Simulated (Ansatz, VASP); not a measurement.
**Two plane-wave programs on Tl**

Contents of INCAR:

```
SYSTEM = Tl
ALGO     = Fast           ! electronic algorithm
EDIFF    = 1E-6           ! SCF threshold, eV
ENCUT    = 520            ! plane-wave cutoff, eV
GGA      = PS             ! functional
ISIF     = 2              ! what is computed and relaxed
ISMEAR   = 0              ! smearing method
LASPH    = .True.         ! aspherical terms in the spheres
LCHARG   = .False.        ! write CHGCAR
LREAL    = .False.        ! projectors in reciprocal space
LWAVE    = .False.        ! write WAVECAR
NBANDS   = 12             ! bands
NELM     = 100            ! most SCF steps
PREC     = Accurate       ! precision mode
SIGMA    = 0.15           ! smearing width, eV
```

File KPOINTS:

```
k-points
0
Gamma
  16 16 16
  0 0 0
```

Contents of POSCAR:

```
Tl
1.0
    0.0000000000      2.4663412330      2.4663412330
    2.4663412330      0.0000000000      2.4663412330
    2.4663412330      2.4663412330      0.0000000000
Tl
1
Direct
    0.0000000000      0.0000000000      0.0000000000
```

Input for Ansatz:

```yaml
crystal:
  lattice:
    - [0.0, 2.466341233, 2.466341233]
    - [2.466341233, 0.0, 2.466341233]
    - [2.466341233, 2.466341233, 0.0]
  atoms:
    - { symbol: Tl, position: [0.0, 0.0, 0.0] }
basis:
  ecutwfc: 420
kpoints:
  mp_grid: { grid: [16, 16, 16] }
hamiltonian:
  xc: pbesol
scf:
  occupations: { method: gaussian, width: 0.15 }
output:
  forces: true
  stress: true
  eigenvalues: true
```

This isn't the form of Tl at room conditions, which is hcp.

Alike in both runs: task single point; functional PBEsol; k mesh 16 × 16 × 16; occupations gaussian, width 0.15 eV; no spin polarisation.

|  | VASP | Ansatz |
| --- | --- | --- |
| version | VASP 6.6.1 | Ansatz 0.2.0 |
| potentials or method | VASP PAW PBE potentials, release 64 (Tl_d) | scalar-relativistic, plane waves, PAW |
| plane-wave cutoff (eV) | 520 | 420 |
| valence electrons in the cell | 13 | 13 |

```csv
,VASP,Ansatz,Ansatz less VASP
gap on the k mesh at the Fermi level (eV),none,none,-
pressure (GPa),-1.9,-1.9,+0.05
```

A gap of «none» marks a metal or a gap that the smearing closes.

Caveats: the PAW data sets were made with another functional, which shifts forces and pressure a little (VASP). The runs have no spin-orbit coupling, so splittings on Tl are missing.
